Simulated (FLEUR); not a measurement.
Input of a FLEUR MaX-R8.1 (patched build s14) run:

File inp.xml:

```xml
<?xml version="1.0" encoding="UTF-8" standalone="no"?>
<fleurInput fleurInputVersion="0.39">
   <comment>
      Al                                                                                                  
   </comment>
   <calculationSetup>
      <cutoffs Kmax="3.8" Gmax="11.8" GmaxXC="11.8" numbands="0"/>
      <scfLoop itmax="60" minDistance="0.00001" maxIterBroyd="15" imix="Anderson" alpha="0.05" precondParam="0.0" spinf="2.0"/>
      <coreElectrons ctail="T" frcor="F" kcrel="0" coretail_lmax="0"/>
      <xcFunctional name="pbe" relativisticCorrections="F"/>
      <magnetism jspins="1"/>
      <soc l_soc="F" theta="0.0" phi="0.0" spav="F"/>
      <expertModes spex="0" secvar="F"/>
      <geometryOptimization l_f="F" forcealpha="1.0" forcemix="BFGS" epsdisp="0.00001" epsforce="0.00001"/>
      <ldaU l_linMix="F" mixParam="0.05" spinf="1.0"/>
   </calculationSetup>
   <cell>
      <bzIntegration valenceElectrons="11.0" mode="hist" fermiSmearingEnergy="0.00183747">
         <kPointListSelection listName="default-1"/>
         <!-- k-points included here -->
         <xi:include xmlns:xi="http://www.w3.org/2001/XInclude" href="kpts.xml"> </xi:include>
      </bzIntegration>
      <!-- symmetry operations included here -->
      <xi:include xmlns:xi="http://www.w3.org/2001/XInclude" href="sym.xml"> </xi:include>
      <bulkLattice scale="1.0">
         <bravaisMatrix>
            <row-1>    0.0000000000000000     3.8263269057207032     3.8263269057207032</row-1>
            <row-2>    3.8263269057207032     0.0000000000000000     3.8263269057207032</row-2>
            <row-3>    3.8263269057207032     3.8263269057207032     0.0000000000000000</row-3>
         </bravaisMatrix>
      </bulkLattice>
   </cell>
   <atomSpecies>
      <species name="Aluminum (Al)" element="Al" atomicNumber="13">
         <mtSphere radius="2.51" gridPoints="829" logIncrement="0.014"/>
         <atomicCutoffs lmax="10" lnonsphr="8"/>
         <electronConfig flipSpins="F">
            <coreConfig>(1s1/2)</coreConfig>
            <valenceConfig>(2s1/2) (2p1/2) (2p3/2) (3s1/2) (3p1/2) (3p3/2)</valenceConfig>
            <stateOccupation state="(3p1/2)" spinUp="0.166667" spinDown="0.166667"/>
            <stateOccupation state="(3p3/2)" spinUp="0.333333" spinDown="0.333333"/>
         </electronConfig>
         <energyParameters s="3" p="3" d="3" f="4"/>
         <lo type="SCLO" l="0" n="2" eDeriv="0"/>
         <lo type="SCLO" l="1" n="2" eDeriv="0"/>
         <lo type="SCLO" l="2" n="3" eDeriv="2"/>
         <lo type="SCLO" l="3" n="4" eDeriv="2"/>
      </species>
   </atomSpecies>
   <atomGroups>
      <atomGroup species="Aluminum (Al)">
         <relPos label="                   1">.0000000000 .0000000000 .0000000000</relPos>
         <force calculate="T" relaxXYZ="TTT"/>
      </atomGroup>
   </atomGroups>
   <output dos="F" band="F" slice="F">
      <checks vchk="F" cdinf="F"/>
      <bandDOS minEnergy="-.5*Htr" maxEnergy="0.5*Htr" sigma="0.015" storeEVData="T"/>
      <vacuumDOS vacdos="F" integ="F" star="F" nstars="0" locx1="0.0" locy1="0.0" locx2="0.0" locy2="0.0" nstm="0" tworkf="0.0"/>
      <unfoldingBand unfoldBand="F" supercellX="1" supercellY="1" supercellZ="1"/>
      <plotting iplot="0" polar="F">
         <plot TwoD="T" vec1="  1.0  0.0  0.0" vec2="  0.0  1.0  0.0" vec3="  0.0  0.0  1.0" zero="  0.0  0.0  0.0" file="plot"/>
      </plotting>
      <chargeDensitySlicing numkpt="0" minEigenval="0.0" maxEigenval="0.0" nnne="0" pallst="F"/>
      <specialOutput eonly="F"/>
      <magneticCircularDichroism mcd="F" energyLo="-10.0" energyUp="0.0"/>
   </output>
  <!-- We include the file relax.xml here to enable relaxations (see documentation) -->
  <xi:include xmlns:xi="http://www.w3.org/2001/XInclude" href="relax.xml"> <xi:fallback/> </xi:include>
</fleurInput>
```

Contents of crystal.txt:

```
Al
&input cartesian=F /
0.0000000000  2.0248050000  2.0248050000
2.0248050000  0.0000000000  2.0248050000
2.0248050000  2.0248050000  0.0000000000
1.8897261246
1.0 1.0 1.0

1
13 0.0000000000  0.0000000000  0.0000000000

&kpt div1=5 div2=5 div3=5 gamma=T /
```

Potentials or basis: all-electron, FLAPW.

Launch:

```console
$ inpgen -f crystal.txt -profile fastHighL; OMP_NUM_THREADS=2 fleur
```

Q: Predict the band gap on the k mesh.

A: None (metal or under the smearing width).

Core levels (eV from the Fermi level):
```
atom         levels
1 Al  1s1/2 -1506.6
```

Caveat: the k mesh is coarse (spacing up to 0.54 Å⁻¹), so the values aren't converged.
